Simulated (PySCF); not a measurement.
**acetate ion (C₂H₃O₂−): NMR shifts and electronic excitations in gas and solvents**

Aim: compute the NMR shifts and electronic excitations of acetate ion (C₂H₃O₂−) (`CC(=O)[O-]`), and see what a dielectric continuum does where one was used.

The runs use PySCF 2.14.0, with density-fitted response routines of our own; the level of theory stands in each step. All values are computed, except where a source is named. Atoms are numbered from 0 throughout.

**1. Starting geometry**

7 atoms, charge -1, multiplicity 1; geometry from: GFN2-xTB. The atoms were then displaced at random by about 0.01 Å, so the start is not that level's minimum.

Bonds of the start (Å): C0–C1 1.56, C1–O2 1.24, C1–O3 1.25, C0–H4 1.11, C0–H5 1.08, C0–H6 1.09.

**2. Optimising the geometry at PBE0-D3(BJ)/def2-SVP**

The job: settings as JSON, then the geometry in Å.

```
{"job": {"xc": "PBE0", "basis": "def2-SVP", "d3": "d3bj", "grid": 1, "shake": 0.01, "kind": "geom"}, "charge": -1, "multiplicity": 1}
C     -0.650160    -0.037420     0.073340
C      0.899500     0.025230    -0.101040
O      1.387220     1.154940    -0.219190
O      1.499660    -1.073120    -0.107070
H     -1.075290     0.991620     0.119080
H     -0.929190    -0.560240     0.970280
H     -1.097790    -0.530120    -0.785310
```

Command:

```console
> OMP_NUM_THREADS=1 python probes_run.py task.json out
```

This one command runs all jobs of the session in turn.

What it wrote:

```text
step   0  E = -228.08246790  max force = 0.026876
step   1  E = -228.08405622  max force = 0.006073
step   2  E = -228.08403646  max force = 0.004479
step   3  E = -228.08416347  max force = 0.003094
step   4  E = -228.08415019  max force = 0.004342
step   5  E = -228.08418943  max force = 0.000971
step   6  E = -228.08419230  max force = 0.000083
optimisation converged
```

It took 8.7 s on 1 thread of Arm Neoverse V1, shared host; peak memory 0.31 GiB.

The steps of the relaxation:

```
step  energy from step 0 (eV)  largest force component (eV/Å)
   0                   0.0000                          1.3820
   1                  -0.0432                          0.3123
   2                  -0.0427                          0.2303
   3                  -0.0461                          0.1591
   4                  -0.0458                          0.2233
   5                  -0.0468                          0.0499
   6                  -0.0469                          0.0043
```

Close pairs (by a distance rule), those that changed most:

```
 bond  before (Å)  after (Å)  change (Å)
C0–H5       1.075      1.104      +0.029
C0–H6       1.086      1.105      +0.018
C0–H4       1.114      1.102      -0.012
C1–O2       1.236      1.246      +0.010
C0–C1       1.561      1.568      +0.007
C1–O3       1.252      1.247      -0.005
```

The final coordinates are the input of the step that follows.

```
                         at the end point                 value
  point group (found at 0.08 Å tolerance)                    C1
rotational constants (GHz, main isotopes)  11.501, 9.993, 5.531
```

**3. Shielding tensors: PBE0/pcSseg-1 in cyclohexane**

The job: settings as JSON, then the geometry in Å.

```
{"job": {"kind": "nmr", "xc": "PBE0", "basis": "pcSseg-1", "solvent": "cyclohexane", "pop": true}, "charge": -1, "multiplicity": 1}
C     -0.805412    -0.084477     0.013687
C      0.762656    -0.091058    -0.004582
O      1.308295     1.020261    -0.142686
O      1.273893    -1.222439     0.111255
H     -1.217069     0.937921     0.000697
H     -1.173520    -0.624027     0.903574
H     -1.184996    -0.638029    -0.863609
```

With the program's defaults for keys left out, this is: GIAO PBE0/pcSseg-1 NMR shielding, non-relativistic, IEF-PCM cyclohexane.

What it wrote:

```text
coarse grid: 6208 points
cycle   1  E = -228.0422761725  dE =  4.357e-01  |g| = 1.061e+00  |ddm| = 2.262e+00
cycle   2  E = -227.8029658612  dE =  2.393e-01  |g| = 1.593e+00  |ddm| = 2.402e+00
cycle   3  E = -228.2482477106  dE = -4.453e-01  |g| = 1.229e-01  |ddm| = 1.591e+00
cycle   4  E = -228.2516288377  dE = -3.381e-03  |g| = 3.813e-02  |ddm| = 1.279e-01
cycle   5  E = -228.2519399942  dE = -3.112e-04  |g| = 1.223e-02  |ddm| = 3.239e-02
cycle   6  E = -228.2519646177  dE = -2.462e-05  |g| = 4.742e-03  |ddm| = 1.093e-02
cycle   7  E = -228.2519683505  dE = -3.733e-06  |g| = 1.281e-03  |ddm| = 3.742e-03
final grid: 60952 points
cycle   8  E = -228.2965922184  dE = -1.675e-06  |g| = 1.101e-02  |ddm| = 1.365e-02
cycle   9  E = -228.2965607900  dE =  3.143e-05  |g| = 1.718e-02  |ddm| = 1.777e-02
cycle  10  E = -228.2966137364  dE = -5.295e-05  |g| = 8.710e-04  |ddm| = 1.092e-02
cycle  11  E = -228.2966138772  dE = -1.408e-07  |g| = 2.423e-04  |ddm| = 6.665e-04
cycle  12  E = -228.2966138847  dE = -7.508e-09  |g| = 1.309e-04  |ddm| = 2.293e-04
cycle  13  E = -228.2966138881  dE = -3.336e-09  |g| = 9.657e-06  |ddm| = 1.001e-04
cycle  14  E = -228.2966138881  dE = -2.149e-11  |g| = 3.217e-06  |ddm| = 1.163e-05
converged SCF energy = -228.2966138881

GIAO shielding tensors (ppm)
atom      isotropic    diamagn.    paramagn.     s11        s22        s33       span
  0 C      156.909     251.879     -94.971    120.112    160.316    190.298     70.187
  1 C       13.751     241.763    -228.013    -74.701     50.265     65.688    140.389
  2 O      -26.647     406.742    -433.390   -242.577    -42.666    205.301    447.879
  3 O        1.426     406.695    -405.268   -217.718    -22.992    244.989    462.707
  4 H       30.471      31.360      -0.889     26.803     29.703     34.907      8.104
  5 H       29.843      30.927      -1.084     27.128     29.318     33.085      5.957
  6 H       29.637      30.800      -1.163     27.361     28.978     32.573      5.212
```

It took 3.8 s on 1 thread of Arm Neoverse V1, shared host; peak memory 0.4 GiB.

The references, computed at this level on geometries of the same kind, shield at (ppm): 1H TMS 31.26, 13C TMS 184.8, 17O H2O 338.3. Their shielding less the atom's gives the shift. The references are single molecules in the same continuum, so shifts against H2O, NH3, PH3, H3PO4 or CFCl3 are not on the usual liquid scales and can be off by tens of ppm. Atoms listed in one row are averaged.

```
     atoms                                  environment  σ (ppm)  δ (ppm)
        C1                           carboxylate carbon     13.8    171.1
        C0                methyl carbon α to a carbonyl    156.9     27.9
H4, H5, H6  hydrogen on a methyl carbon α to a carbonyl    29.98     1.27
    O2, O3                           carboxylate oxygen    -12.6    350.9
```

Charges from the same density, by scheme (e):

```
 atoms  Mulliken    IAO  Hirshfeld  ESP fit
    C0     -0.36  -0.50      -0.17    -0.41
    C1      0.33   0.51       0.09     0.87
O2, O3     -0.61  -0.69      -0.48    -0.82
```

Mayer bond orders: C0–C1 0.92, C1–O2 1.76, C1–O3 1.75.

**4. Nuclear shieldings: PBE0/pcSseg-1 in methanol**

Settings changed since step 3:

```diff
@@ -1,2 +1,2 @@
-{"job": {"kind": "nmr", "xc": "PBE0", "basis": "pcSseg-1", "solvent": "cyclohexane", "pop": true}, "charge": -1, "multiplicity": 1}
+{"job": {"kind": "nmr", "xc": "PBE0", "basis": "pcSseg-1", "solvent": "methanol", "pop": false}, "charge": -1, "multiplicity": 1}
 C     -0.805412    -0.084477     0.013687
```

With the program's defaults for keys left out, this is: GIAO PBE0/pcSseg-1 NMR shielding, non-relativistic, IEF-PCM methanol.

What it wrote:

```text
coarse grid: 6208 points
cycle   1  E = -228.1028813685  dE =  3.752e-01  |g| = 1.052e+00  |ddm| = 2.262e+00
cycle   2  E = -227.8923373351  dE =  2.105e-01  |g| = 1.539e+00  |ddm| = 2.030e+00
cycle   3  E = -228.3015473567  dE = -4.092e-01  |g| = 1.115e-01  |ddm| = 1.281e+00
cycle   4  E = -228.3043836635  dE = -2.836e-03  |g| = 3.114e-02  |ddm| = 1.084e-01
cycle   5  E = -228.3045954678  dE = -2.118e-04  |g| = 8.085e-03  |ddm| = 2.502e-02
cycle   6  E = -228.3046070244  dE = -1.156e-05  |g| = 3.319e-03  |ddm| = 7.032e-03
cycle   7  E = -228.3046086682  dE = -1.644e-06  |g| = 1.282e-03  |ddm| = 2.730e-03
final grid: 60952 points
cycle   8  E = -228.3491944596  dE = -2.037e-06  |g| = 1.084e-02  |ddm| = 1.333e-02
cycle   9  E = -228.3491658576  dE =  2.860e-05  |g| = 1.667e-02  |ddm| = 1.669e-02
cycle  10  E = -228.3492152522  dE = -4.939e-05  |g| = 8.673e-04  |ddm| = 1.012e-02
cycle  11  E = -228.3492153911  dE = -1.389e-07  |g| = 2.234e-04  |ddm| = 6.468e-04
cycle  12  E = -228.3492153974  dE = -6.296e-09  |g| = 1.160e-04  |ddm| = 1.967e-04
cycle  13  E = -228.3492154001  dE = -2.689e-09  |g| = 6.623e-06  |ddm| = 8.747e-05
cycle  14  E = -228.3492154001  dE = -1.086e-11  |g| = 1.920e-06  |ddm| = 8.964e-06
converged SCF energy = -228.3492154001

GIAO shielding tensors (ppm)
atom      isotropic    diamagn.    paramagn.     s11        s22        s33       span
  0 C      156.329     252.116     -95.786    120.408    157.431    191.149     70.741
  1 C        9.886     242.585    -232.699    -71.771     32.713     68.716    140.487
  2 O      -13.986     407.514    -421.501   -230.927    -22.788    211.755    442.682
  3 O        9.922     407.408    -397.485   -210.451     -7.891    248.108    458.559
  4 H       30.242      31.041      -0.799     26.499     29.384     34.844      8.345
  5 H       29.561      30.482      -0.921     26.736     28.876     33.070      6.334
  6 H       29.337      30.309      -0.972     26.929     28.505     32.577      5.648
```

Run time: 2.9 s. Hardware: 1 thread of Arm Neoverse V1, shared host; peak memory 0.41 GiB.

Key values: δ C1 175.6, C0 29.1, O2 345.0, H4 1.53 ppm (means over like atoms).

**5. Excited states and response: B3LYP/def2-SVPD**

Settings changed since step 4:

```diff
@@ -1,2 +1,2 @@
-{"job": {"kind": "nmr", "xc": "PBE0", "basis": "pcSseg-1", "solvent": "methanol", "pop": false}, "charge": -1, "multiplicity": 1}
+{"job": {"kind": "uv", "xc": "B3LYP", "basis": "def2-SVPD", "dynamic": true, "nstates": 6, "ntriplets": 0}, "charge": -1, "multiplicity": 1}
 C     -0.805412    -0.084477     0.013687
```

Method: TDDFT B3LYP/def2-SVPD, vertical, gas phase, core orbitals frozen in the response.

What it wrote:

```text
coarse grid: 6208 points
cycle   1  E = -228.0810179254  dE =  4.797e-01  |g| = 1.089e+00  |ddm| = 3.168e+00
cycle   2  E = -227.2059832562  dE =  8.750e-01  |g| = 2.279e+00  |ddm| = 3.297e+01
cycle   3  E = -228.3165029875  dE = -1.111e+00  |g| = 2.034e-01  |ddm| = 3.210e+01
cycle   4  E = -228.3205148697  dE = -4.012e-03  |g| = 1.739e-01  |ddm| = 4.873e-01
cycle   5  E = -228.3256108173  dE = -5.096e-03  |g| = 7.304e-02  |ddm| = 2.667e-01
cycle   6  E = -228.3266920815  dE = -1.081e-03  |g| = 6.996e-03  |ddm| = 1.019e-01
cycle   7  E = -228.3267027902  dE = -1.071e-05  |g| = 2.406e-03  |ddm| = 2.548e-02
cycle   8  E = -228.3267039797  dE = -1.190e-06  |g| = 5.771e-04  |ddm| = 5.058e-03
final grid: 60952 points
cycle   9  E = -228.3775230440  dE = -1.510e-05  |g| = 2.873e-03  |ddm| = 5.122e-02
cycle  10  E = -228.3775204477  dE =  2.596e-06  |g| = 4.595e-03  |ddm| = 7.809e-03
cycle  11  E = -228.3775247217  dE = -4.274e-06  |g| = 4.928e-04  |ddm| = 4.669e-03
cycle  12  E = -228.3775247659  dE = -4.417e-08  |g| = 1.110e-04  |ddm| = 8.161e-04
cycle  13  E = -228.3775247681  dE = -2.286e-09  |g| = 6.954e-05  |ddm| = 2.742e-04
cycle  14  E = -228.3775247690  dE = -8.502e-10  |g| = 2.092e-05  |ddm| = 1.106e-04
converged SCF energy = -228.3775247690

Static polarisability (au): isotropic 44.409, principal 33.171 48.775 51.280

Singlet excitations
state   eV       nm        f      main configurations
  1   4.7990    258.4   0.00231   H->L 0.99
  2   4.9138    252.3   0.08604   H-1->L 0.99
  3   5.3372    232.3   0.00011   H-2->L 0.99
  4   5.7179    216.8   0.00007   H->L+2 0.88
  5   5.8802    210.9   0.00072   H-1->L+2 0.90
  6   5.8993    210.2   0.00835   H->L+1 0.95
```

It took 5.6 s on 1 thread of Arm Neoverse V1, shared host; peak memory 0.47 GiB.

Frontier orbitals and where they lie:

```
orbital     eV                      atoms
 HOMO−3  -4.67  O2 25 %, C1 22 %, O3 22 %
 HOMO−2  -1.60  O3 44 %, O2 42 %, C1 13 %
 HOMO−1  -1.17  O3 35 %, O2 34 %, C0 15 %
   HOMO  -1.07   O2 45 %, O3 44 %, C1 5 %
   LUMO   4.57  C0 39 %, H6 15 %, H5 14 %
 LUMO+1   5.74  C1 30 %, O2 25 %, O3 21 %
 LUMO+2   5.99  O3 22 %, H6 18 %, O2 16 %
```

With each of the 6 states as a Gaussian band of 0.4 eV half-width at 1/e, the curve within the window shown has maxima at 252 nm (ε 3,600), 211 nm (ε 380) L/(mol cm). Beyond the last state computed it falls off for lack of states. The curve at chosen wavelengths:

(nm, ε (L/mol/cm)): (200, 209), (204, 302), (208, 364), (211, 380), (215, 371), (219, 371), (223, 445), (227, 657), (230, 931), (234, 1445), (238, 2073), (242, 2708), (246, 3225), (249, 3472), (253, 3570), (257, 3408), (261, 3041), (265, 2552), (268, 2156), (272, 1646), (276, 1199), (280, 837), (284, 562), (287, 407), (291, 257), (295, 158)

Further results of this job:

```
           property  computed
polarisability (Å³)      6.58
 HOMO–LUMO gap (eV)      5.64
      −ε(HOMO) (eV)      1.07
C6 with itself (au)       738
```

**6. Excited states and response: B3LYP/def2-SVPD in cyclohexane**

Settings changed since step 5:

```diff
@@ -1,2 +1,2 @@
-{"job": {"kind": "uv", "xc": "B3LYP", "basis": "def2-SVPD", "dynamic": true, "nstates": 6, "ntriplets": 0}, "charge": -1, "multiplicity": 1}
+{"job": {"kind": "uv", "xc": "B3LYP", "basis": "def2-SVPD", "solvent": "cyclohexane", "nstates": 6, "ntriplets": 0}, "charge": -1, "multiplicity": 1}
 C     -0.805412    -0.084477     0.013687
```

With the program's defaults for keys left out, this is: TDDFT B3LYP/def2-SVPD, vertical, IEF-PCM cyclohexane (non-equilibrium linear response), core orbitals frozen in the response.

What it wrote:

```text
coarse grid: 6208 points
cycle   1  E = -228.1424525712  dE =  4.183e-01  |g| = 1.081e+00  |ddm| = 3.167e+00
cycle   2  E = -227.5454560301  dE =  5.970e-01  |g| = 2.030e+00  |ddm| = 1.110e+01
cycle   3  E = -228.3751678227  dE = -8.297e-01  |g| = 1.238e-01  |ddm| = 1.032e+01
cycle   4  E = -228.3775651860  dE = -2.397e-03  |g| = 7.519e-02  |ddm| = 2.804e-01
cycle   5  E = -228.3789839848  dE = -1.419e-03  |g| = 6.743e-03  |ddm| = 9.220e-02
cycle   6  E = -228.3789863306  dE = -2.346e-06  |g| = 6.196e-03  |ddm| = 1.620e-02
cycle   7  E = -228.3789933618  dE = -7.031e-06  |g| = 1.419e-03  |ddm| = 6.673e-03
final grid: 60952 points
cycle   8  E = -228.4297777824  dE = -1.283e-05  |g| = 4.965e-03  |ddm| = 4.899e-02
cycle   9  E = -228.4297658558  dE =  1.193e-05  |g| = 9.265e-03  |ddm| = 1.439e-02
cycle  10  E = -228.4297824815  dE = -1.663e-05  |g| = 1.197e-03  |ddm| = 8.781e-03
cycle  11  E = -228.4297827711  dE = -2.896e-07  |g| = 2.403e-04  |ddm| = 1.477e-03
cycle  12  E = -228.4297827798  dE = -8.778e-09  |g| = 9.476e-05  |ddm| = 3.311e-04
cycle  13  E = -228.4297827819  dE = -2.008e-09  |g| = 8.568e-06  |ddm| = 2.140e-04
cycle  14  E = -228.4297827819  dE = -1.734e-11  |g| = 2.752e-06  |ddm| = 1.499e-05
converged SCF energy = -228.4297827819

Static polarisability (au): isotropic 47.264, principal 35.605 52.630 53.555

Singlet excitations
state   eV       nm        f      main configurations
  1   5.4879    225.9   0.00817   H->L 0.98
  2   5.5218    224.5   0.09982   H-1->L 0.99
  3   5.9534    208.3   0.00014   H->L+2 0.90
  4   6.0344    205.5   0.00016   H-2->L 0.98
  5   6.0572    204.7   0.00048   H-1->L+2 0.92
  6   6.5205    190.1   0.00140   H->L+1 0.91
```

Run time: 4.7 s. Hardware: 1 thread of Arm Neoverse V1, shared host; peak memory 0.48 GiB.

In short: HOMO -3.75 eV, LUMO 2.64 eV; lowest singlet 5.49 eV.

**7. Excited states and response: B3LYP/def2-SVPD in methanol**

The job: settings as JSON, then the geometry in Å.

```
{"job": {"kind": "uv", "xc": "B3LYP", "basis": "def2-SVPD", "solvent": "methanol", "nstates": 6, "ntriplets": 0}, "charge": -1, "multiplicity": 1}
C     -0.805412    -0.084477     0.013687
C      0.762656    -0.091058    -0.004582
O      1.308295     1.020261    -0.142686
O      1.273893    -1.222439     0.111255
H     -1.217069     0.937921     0.000697
H     -1.173520    -0.624027     0.903574
H     -1.184996    -0.638029    -0.863609
```

Method: TDDFT B3LYP/def2-SVPD, vertical, IEF-PCM methanol (non-equilibrium linear response), core orbitals frozen in the response.

What it wrote:

```text
coarse grid: 6208 points
cycle   1  E = -228.2027416629  dE =  3.581e-01  |g| = 1.072e+00  |ddm| = 3.166e+00
cycle   2  E = -227.6926176034  dE =  5.101e-01  |g| = 1.932e+00  |ddm| = 5.581e+00
cycle   3  E = -228.4279700696  dE = -7.354e-01  |g| = 1.085e-01  |ddm| = 4.889e+00
cycle   4  E = -228.4298475614  dE = -1.877e-03  |g| = 6.421e-02  |ddm| = 2.344e-01
cycle   5  E = -228.4308890746  dE = -1.042e-03  |g| = 3.537e-03  |ddm| = 7.393e-02
cycle   6  E = -228.4308911278  dE = -2.053e-06  |g| = 1.610e-03  |ddm| = 5.772e-03
final grid: 60952 points
cycle   7  E = -228.4816302971  dE = -1.264e-05  |g| = 5.142e-03  |ddm| = 4.902e-02
cycle   8  E = -228.4816184395  dE =  1.186e-05  |g| = 9.396e-03  |ddm| = 1.322e-02
cycle   9  E = -228.4816353323  dE = -1.689e-05  |g| = 1.089e-03  |ddm| = 7.922e-03
cycle  10  E = -228.4816355706  dE = -2.383e-07  |g| = 2.277e-04  |ddm| = 1.205e-03
cycle  11  E = -228.4816355784  dE = -7.780e-09  |g| = 9.048e-05  |ddm| = 2.633e-04
cycle  12  E = -228.4816355802  dE = -1.836e-09  |g| = 8.692e-06  |ddm| = 1.753e-04
cycle  13  E = -228.4816355803  dE = -1.563e-11  |g| = 3.428e-06  |ddm| = 1.408e-05
converged SCF energy = -228.4816355803

Static polarisability (au): isotropic 53.839, principal 41.392 58.584 61.540

Singlet excitations
state   eV       nm        f      main configurations
  1   6.1066    203.0   0.08767   H->L 0.87
  2   6.1348    202.1   0.02102   H-1->L 0.79, H-1->L+1 0.10, H->L 0.09
  3   6.1806    200.6   0.00167   H-1->L+1 0.64, H->L+1 0.21, H-1->L 0.10
  4   6.2068    199.8   0.00461   H->L+1 0.71, H-1->L+1 0.20
  5   6.6900    185.3   0.00019   H-2->L 0.98
  6   7.2000    172.2   0.02419   H-1->L+2 0.73, H-2->L+1 0.20
```

Wall time 4.8 s (1 thread of Arm Neoverse V1, shared host); peak memory 0.48 GiB.

Key values: HOMO -6.30 eV, LUMO 0.78 eV; lowest singlet 6.11 eV.

**8. Side by side: NMR shifts**

Shifts (ppm), means over like atoms, with basis size and wall time:

```
                         run     C1    C0    H4     O2  functions   time
PBE0/pcSseg-1 in cyclohexane  171.1  27.9  1.27  350.9         83  3.8 s
   PBE0/pcSseg-1 in methanol  175.6  29.1  1.53  345.0         83  2.9 s
```

The continuum's effect on the ground state:

```
    solvent      ε  polarisation energy (Eh)
cyclohexane   2.02                   -0.0543
   methanol  32.61                   -0.1094
```

**9. Run by run: electronic excitations**

Excitations and ground-state properties, with basis size and wall time:

```
                           run  lowest singlet (eV)  brightest (eV)      f  gap (eV)  α (Å³)  functions   time
               B3LYP/def2-SVPD                 4.80            4.91  0.086      5.64    6.58        110  5.6 s
B3LYP/def2-SVPD in cyclohexane                 5.49            5.52  0.100      6.39    7.00        110  4.7 s
   B3LYP/def2-SVPD in methanol                 6.11            6.11  0.088      7.08    7.98        110  4.8 s
```

The continuum's effect on the ground state:

```
    solvent      ε  polarisation energy (Eh)
cyclohexane   2.02                   -0.0530
   methanol  32.61                   -0.1082
```

**10. Outcome**

```
                                                                            quantity                        value
                                                                         point group                           C1
                                                rotational constants (main isotopes)        11.50, 9.99, 5.53 GHz
                                 13C shifts against TMS (PBE0/pcSseg-1, cyclohexane)              171.1, 27.9 ppm
 1H shifts against TMS (PBE0/pcSseg-1, cyclohexane, means over atoms taken as alike)                     1.27 ppm
17O shifts against H2O (PBE0/pcSseg-1, cyclohexane, means over atoms taken as alike)                    350.9 ppm
                                                    lowest singlet (B3LYP/def2-SVPD)  4.80 eV (258 nm), f = 0.002
                                            brightest single state of those computed  state 2, 4.91 eV, f = 0.086
                                                            range of the shift of O2           345.0 to 350.9 ppm
                                                         range of the lowest singlet              4.80 to 6.11 eV
```

In words: Relaxing lowered the energy by 0.047 eV in 6 steps; the close pair that moved most is C0–H5, from 1.075 to 1.104 Å. At PBE0/pcSseg-1: Shielding is most anisotropic at O2, O3 (span 455 ppm, paramagnetic term -419 ppm). The first singlet state (HOMO→LUMO 0.99) lies at 4.80 eV and is weak; of the 6 states computed, the strongest absorption comes from state 2 at 4.91 eV. The lowest singlet lies above −ε(HOMO); no detachment energy was computed, so the anion's states may not be bound. Across the 2 runs the shift of O2 (with its like atoms) moves most, between 345.0 (PBE0/pcSseg-1 in methanol) and 350.9 ppm (PBE0/pcSseg-1 in cyclohexane). The continuum holds electrostatics alone: no hydrogen bonds to the solvent, and the gas-phase geometry is kept. The lowest singlet runs from 4.80 eV (B3LYP/def2-SVPD) to 6.11 eV (B3LYP/def2-SVPD in methanol), while the orbital gap spans 5.64 to 7.08 eV. The lowest state need not be the same one in every run.
